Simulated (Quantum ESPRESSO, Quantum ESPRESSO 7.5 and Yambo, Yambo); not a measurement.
## Sb (buckled honeycomb monolayer): G0W0 with Yambo, start to end

How does a plane-wave GW calculation on Sb (buckled honeycomb monolayer) run from the first input to the gap?

Method: PBE and many-body steps on it, plane waves, in Quantum ESPRESSO 7.5 and Yambo 5.3.0.

**What was measured.**

- Gap 2.21 eV: optical gap from PL emission peak; photoluminescence, 355 nm excitation; monolayer (antimonene on antimony oxide after hydrogen reduction) (“Ultrathin high-κ antimony oxide single crystals”, 2020, pmc:7237679).

Report form: the programs' logs are mostly left out.

**1. Set-up**

The cell holds 2 atoms: 2 Sb. Its edges and angles: a = 4.127 Å, b = 4.127 Å, c = 14.000 Å, α = 90.0°, β = 90.0°, γ = 120.0°. Vacuum lies along c.

The structure was relaxed with PBE. The runs that relaxed it are not among those shown. Spin-orbit coupling is left out unless a step names it.

**2. Ground state**

This step: Quantum ESPRESSO 7.5; DFT, PBE, plane waves, norm-conserving pseudopotentials.

The ground-state density comes first.

pw.in reads:

```
&control
  calculation = 'scf'
  prefix = 'x'
  outdir = 'o'
  pseudo_dir = 'pseudo'
/
&system
  ibrav = 0
  nat = 2
  ntyp = 1
  ecutwfc = 88.0
  nbnd = 28
  force_symmorphic = .true.
/
&electrons
  conv_thr = 1e-10
  electron_maxstep = 80
  mixing_beta = 0.5
/
ATOMIC_SPECIES
  Sb 121.76 Sb.upf
CELL_PARAMETERS angstrom
  4.1272254436 0.0000000001 0.0000000000
  -2.0636127219 3.5742820813 0.0000000000
  0.0000000000 0.0000000000 14.0000000000
ATOMIC_POSITIONS crystal
  Sb 0.3333333333 0.6666666667 0.4415848827
  Sb 0.6666666667 0.3333333333 0.5584151173
K_POINTS automatic
  9 9 1 0 0 0
```

Started as:

```bash
$ OMP_NUM_THREADS=1 mpirun -n 4 pw.x -nk 4 -in pw.in > pw.out
```

Elapsed: 21 s, on 4 MPI ranks of Arm Neoverse V2, shared host; peak memory 0.73 GiB; 84 s of CPU time.

Numbers from this step:

```yaml
total_energy: -13766.5216 eV
gap: 1.314 eV
k_of_the_valence_top: 0, 0, 0
k_of_the_conduction_bottom: 0, 0.3333, 0
least_direct_gap: 1.578 eV
```

The gap is indirect, with the least direct gap 0.26 eV higher.

**3. Bands along the symmetry lines**

The cheap functional maps the bands first; the places of the edges decide which points the dearer methods must see.

pw.in reads:

```
&control
  calculation = 'bands'
  prefix = 'x'
  outdir = 'o'
  pseudo_dir = 'pseudo'
/
&system
  ibrav = 0
  nat = 2
  ntyp = 1
  ecutwfc = 88.0
  nbnd = 29
  force_symmorphic = .true.
/
&electrons
  conv_thr = 1e-9
  electron_maxstep = 80
  diago_full_acc = .true.
  diago_thr_init = 5e-6
/
ATOMIC_SPECIES
  Sb 121.76 Sb.upf
CELL_PARAMETERS angstrom
  4.1272254436 0.0000000001 0.0000000000
  -2.0636127219 3.5742820813 0.0000000000
  0.0000000000 0.0000000000 14.0000000000
ATOMIC_POSITIONS crystal
  Sb 0.3333333333 0.6666666667 0.4415848827
  Sb 0.6666666667 0.3333333333 0.5584151173
K_POINTS crystal
  25
  0.00000000 0.00000000 0.00000000 1
  0.06250000 0.00000000 0.00000000 1
  0.12500000 0.00000000 0.00000000 1
  0.18750000 0.00000000 0.00000000 1
  0.25000000 0.00000000 0.00000000 1
  0.31250000 0.00000000 0.00000000 1
  0.37500000 0.00000000 0.00000000 1
  0.43750000 0.00000000 0.00000000 1
  0.50000000 0.00000000 0.00000000 1
  0.47916667 0.04166667 0.00000000 1
  0.45833333 0.08333333 0.00000000 1
  0.43750000 0.12500000 0.00000000 1
  0.41666666 0.16666666 0.00000000 1
  0.39583333 0.20833333 0.00000000 1
  0.37500000 0.25000000 0.00000000 1
  0.35416666 0.29166666 0.00000000 1
  0.33333333 0.33333333 0.00000000 1
  0.29166666 0.29166666 0.00000000 1
  0.25000000 0.25000000 0.00000000 1
  0.20833333 0.20833333 0.00000000 1
  0.16666666 0.16666666 0.00000000 1
  0.12500000 0.12500000 0.00000000 1
  0.08333333 0.08333333 0.00000000 1
  0.04166667 0.04166667 0.00000000 1
  0.00000000 0.00000000 0.00000000 1
```

Elapsed: 13 s, on 4 MPI ranks; peak memory 0.56 GiB; 50 s of CPU time.

Numbers from this step:

| Item | Value |
| --- | --- |
| gap | 1.297 eV |
| k of the valence top | 0, 0, 0 |
| k of the conduction bottom | 0.3125, 0, 0 |
| least direct gap | 1.578 eV |

The gap is 1.297 eV, −0.017 eV from the run before at this level.

The electronic bands at the labelled points (eV, zero at the top of the highest filled band):

| point | band 20 | band 21 | band 22 | band 23 | band 24 | band 25 | band 26 | band 27 |
| --- | --- | --- | --- | --- | --- | --- | --- | --- |
| Γ | -6.29 | -0.57 | 0.00 | 0.00 | 1.58 | 2.79 | 2.79 | 4.42 |
| halfway | -6.48 | -2.58 | -0.93 | -0.52 | 1.38 | 3.47 | 3.49 | 5.03 |
| M | -7.75 | -2.91 | -1.53 | -1.44 | 1.66 | 2.48 | 3.56 | 5.12 |
| halfway | -7.88 | -3.08 | -2.06 | -1.44 | 2.08 | 2.94 | 3.29 | 5.54 |
| K | -8.44 | -3.47 | -1.77 | -1.77 | 1.55 | 3.60 | 3.60 | 6.64 |
| halfway | -6.61 | -2.59 | -1.82 | -0.51 | 2.21 | 2.74 | 3.76 | 5.24 |
| Γ | -6.29 | -0.57 | 0.00 | 0.00 | 1.58 | 2.79 | 2.79 | 4.42 |

**4. Empty states on the mesh, 6×6×1 mesh, 423 bands**

The sums over transitions need many empty states on a uniform mesh; this step solves for them.

pw.in reads:

```
&control
  calculation = 'nscf'
  prefix = 'x'
  outdir = 'o'
  pseudo_dir = 'pseudo'
/
&system
  ibrav = 0
  nat = 2
  ntyp = 1
  ecutwfc = 88.0
  nbnd = 423
  force_symmorphic = .true.
/
&electrons
  conv_thr = 1e-9
  electron_maxstep = 80
  diago_full_acc = .true.
  diago_thr_init = 5e-6
/
ATOMIC_SPECIES
  Sb 121.76 Sb.upf
CELL_PARAMETERS angstrom
  4.1272254436 0.0000000001 0.0000000000
  -2.0636127219 3.5742820813 0.0000000000
  0.0000000000 0.0000000000 14.0000000000
ATOMIC_POSITIONS crystal
  Sb 0.3333333333 0.6666666667 0.4415848827
  Sb 0.6666666667 0.3333333333 0.5584151173
K_POINTS automatic
  6 6 1 0 0 0
```

Elapsed: 3.6 min, on 4 MPI ranks; peak memory 3 GiB; 14 min of CPU time.

This step gave:

* gap: 1.314 eV
* k of the valence top: 0, 0, 0
* k of the conduction bottom: 0, 0.3333, 0
* least direct gap: 1.578 eV
* k points computed: 7
* lowest point of the top converged band, above the valence top: 88.8914 eV

On this mesh the gap is 1.314 eV.

**5. Conversion and set-up**

This step: Yambo 5.3.0; conversion and set-up on PBE, plane waves, norm-conserving pseudopotentials.

The states are converted to the many-body program's format and the q mesh is built.

Started as:

```bash
$ (cd o/x.save; p2y > p2y.log; mv SAVE ../..); yambo > setup.log
```

Run time: 2.8 s. Hardware: 1 MPI rank; peak memory 0.26 GiB.

**6. Screening and self-energy, 6×6×1 mesh, 209 bands, screening to 142.9 eV**

Now the one-shot GW correction: screening in the RPA, then the self-energy of the levels asked for.

This step: G0W0 on PBE, plane waves, norm-conserving pseudopotentials.

gw2.in reads:

```
HF_and_locXC
gw0
dyson
ppa
em1d
rim_cut
rim_w
RandQpts= 3000000
RandGvec= 100 RL
CUTGeo= "slab z"
RandGvecW= 9 RL
EXXRLvcs= 88 Ry
VXCRLvcs= 352 Ry
Chimod= "HARTREE"
% BndsRnXp
 1 | 209 |
%
NGsBlkXp= 10.5 Ry
% LongDrXp
 1 | 1 | 0 |
%
% GbndRnge
 1 | 209 |
%
DysSolver= "n"
ExtendOut
PPAPntXp= 27.21138 eV
% QPkrange
 1 | 1 | 22 | 25 |
 3 | 3 | 22 | 25 |
%
```

Started as:

```bash
$ OMP_NUM_THREADS=1 mpirun -n 4 yambo -F gw2.in -J gw2 -C gw2 > gw2.log
```

The job ended after 12 min (4 MPI ranks; peak memory 3.8 GiB).

This step gave:

```yaml
g0w0_gap_on_the_points_computed: 2.157 eV
starting_gap_on_the_mesh: 1.314 eV
k_of_the_valence_top: 0, 0, 0
k_of_the_conduction_bottom: 0, 0.3333, 0
least_direct_g0w0_gap_on_the_computed_points: 2.627 eV
z_at_the_valence_top: 0.7351
z_at_the_conduction_bottom: 0.7404
```

The gap on the mesh goes from 1.31 eV to 2.16 eV, a correction of +0.84 eV.

Limits: finite bands, cutoff and mesh; no spin-orbit coupling. v1 is the top filled band, c1 the lowest empty one. The levels before and after the correction (eV, zero at the valence-band top of each column):

|  | conduction bottom | valence top |
| --- | --- | --- |
| Kohn-Sham | 1.31 | 0.00 |
| G0W0 | 2.16 | 0.00 |

|  | level | energy (eV) |
| --- | --- | --- |
| Kohn-Sham | Γ v2-v1 | 0.000 |
| Kohn-Sham | Γ c1 | 1.578 |
| Kohn-Sham | Γ c2 | 2.790 |
| Kohn-Sham | (0 0.333 0) v2 | -1.257 |
| Kohn-Sham | (0 0.333 0) v1 | -0.815 |
| Kohn-Sham | (0 0.333 0) c1 | 1.314 |
| Kohn-Sham | (0 0.333 0) c2 | 3.097 |
| G0W0 | Γ v2-v1 | 0.000 |
| G0W0 | Γ c1 | 2.627 |
| G0W0 | Γ c2 | 3.845 |
| G0W0 | (0 0.333 0) v2 | -1.357 |
| G0W0 | (0 0.333 0) v1 | -0.978 |
| G0W0 | (0 0.333 0) c1 | 2.157 |
| G0W0 | (0 0.333 0) c2 | 4.010 |

**7. Where the time went**

Times are wall times on the hardware named with each run, good to a factor of about two.

| step | time | share | memory (GiB) |
| --- | --- | --- | --- |
| ground state | 21 s | 2 % | 0.73 |
| bands along the symmetry lines | 13 s | 1 % | 0.56 |
| empty states on the mesh | 3.6 min | 22 % | 3.0 |
| conversion and set-up | 2.8 s | 0 % | 0.26 |
| screening and self-energy | 12 min | 75 % | 3.8 |

**8. Summary of results**

* PBE gap: 1.30 eV, indirect
* G0W0 gap on the mesh: 2.16 eV
* GW settings: 6×6×1 mesh, 209 bands, screening to 142.9 eV, Godby-Needs plasmon pole
* known limits: not at the basis limit; no spin-orbit coupling

What this shows: G0W0 moves the gap on the mesh from 1.31 eV to 2.16 eV (+0.84 eV), with Z of 0.74 and 0.74 at the edges. Only 2 of the mesh's irreducible points were corrected, so a valley elsewhere could overtake. The dearest step here is «screening and self-energy». Against experiment, by G0W0@PBE: the direct gap of 2.63 eV lies +0.42 eV from the measured 2.21 eV (exciton, 2020). An exciton line or allowed optical edge lies below the quasiparticle gap by the binding energy; a forbidden edge can push the onset above it. The computed sheet is free-standing; a substrate or cover screens it further and lowers both gap and binding, while the exciton line moves little. The calculation has static nuclei and no excitons; a measured gap holds zero-point and thermal motion, which mostly lowers it. Bands and cutoff are finite, so the gap is not at the basis limit. The miss can reach some tenths of an eV and take either sign; the mesh is an error of its own. In the G0W0 run levels were corrected at 2 k points alone, so a gap called «on the mesh» is the least over those, and an edge elsewhere would be missed. The many-body steps are scalar-relativistic: spin-orbit coupling is not in them.

[Paths, hosts, dates, memory and timing lines, banners, echoed tables and standing remarks are left out of the program output.]

[Logs are printed without paths, hosts, clocks, repeated set-up lines and the standing remarks that a program may print on its own settings, such as how far it seeks lower states.]

[Runs of the session that timed out or met a known fault of the program may be left out.]

[Hosts, paths, dates, database ids (printed as entryN), source tags and the programs' standing remarks are cut or masked in the printed files.]
